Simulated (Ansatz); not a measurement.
# SiNi$_{2}$ (P6_3/mmc)

Theory: Ansatz, DFT PBE, scalar-relativistic, plane waves, PAW.

Cutoff 420 eV; k points 12×12×8 on the computed 6-atom cell (Γ-centred); Gaussian smearing, width 0.10 eV; no spin polarisation.

The structure is relaxed at this level of theory with its symmetry kept. Whether it is the stable form of this composition wasn't checked.

```
CELL_PARAMETERS angstrom
3.91193 0.00000 0.00000
-1.95596 3.38783 0.00000
0.00000 0.00000 4.99145
ATOMIC_POSITIONS crystal
Si 0.33333 0.66667 0.75000
Si 0.66667 0.33333 0.25000
Ni 0.00000 0.00000 0.00000
Ni 0.00000 0.00000 0.50000
Ni 0.33333 0.66667 0.25000
Ni 0.66667 0.33333 0.75000
```

**Question.** Formation energy from the elements' standard states (uncorrected)?

**Answer.** -0.498 eV/atom.

**Question.** Density of states at the Fermi level?

**Answer.** 3.59 states/eV per cell.

**Question.** Löwdin character within 0.5 eV of the Fermi level?

**Answer.** Ni 3d 72 %, Si 3p 19 %.

**Question.** Bulk modulus?

**Answer.** 201 GPa.

**Question.** Its pressure derivative?

**Answer.** 4.7.

**Question.** Bader charges (e)?

**Answer.** Si (2 in the cell) 0.50, Ni (2 in the cell) -0.02, Ni (2 in the cell) -0.48.

A ferromagnetic start lost its moments in a first run, so spin was left out; other magnetic orders weren't tried.